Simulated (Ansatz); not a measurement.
Wanted: the native input for an Ansatz 0.2.0 run.

```
Task                : relaxation of the atoms
Functional          : PBE
Potentials or basis : Ansatz PAW
Cutoff              : 420 eV (not typed: the program's choice for these potentials)
k mesh              : 13 × 13 × 13
Occupations         : fermi-dirac, width 0.05 eV
Spin                : no spin polarisation
```

Crystal: C.

```
C
1.0
     1.23512    0.72128    3.34701
    -1.22094    0.69672    3.34701
    -0.01418   -1.41800    3.34701
C
2
Direct
  0.16124 0.13597 0.23135
  0.83876 0.86403 0.76865
```

The cell isn't the ideal one: strained by +2 %; all atoms moved at random, sigma 0.15 Å a component.

One way to write it, as run:

input.yaml

```yaml
crystal:
  lattice:
    - [1.2351163634, 0.7212816035, 3.34701084]
    - [-1.2209363366, 0.6967210765, 3.34701084]
    - [-0.0141800268, -1.41800268, 3.34701084]
  atoms:
    - { symbol: C, position: [0.16123947, 0.1359739, 0.23135022] }
    - { symbol: C, position: [0.83876053, 0.8640261, 0.76864978] }
hamiltonian:
  xc: pbe
  pseudopotentials: { kind: paw }
kpoints:
  mp_grid: { grid: [13, 13, 13] }
scf:
  occupations: { method: fermi_dirac, width: 0.05 }
output:
  forces: true
  stress: true
  eigenvalues: true
relax:
  f_tol: 0.01
  max_steps: 40
```

Potentials or basis: Ansatz PAW.

The run is started by

```sh
$ ansatz run input.yaml --threads 2 --pin off --max-ram 5632MiB --backend cpu --events-out ev --progress --plain --runs-dir out
```

Results of the run:

```
Energy gained by relaxing : 1002.1 meV/atom
Ionic steps               : 5
Pressure after relaxing   : 4.6 GPa
Band gap on the k mesh    : 0.59 eV, direct
```

Caveat: odd divisions of the mesh miss points on the zone boundary, where band edges often lie, so the gap on the mesh can be too wide; the pressure holds a Pulay correction of +0.5 GPa for the finite cutoff; the thresholds are loose for stress.

It took 51 s on 2 threads of Intel(R) Xeon(R) Processor @ 2.50GHz (Skylake/Cascade Lake), on a shared host, peak memory 0.51 GiB.
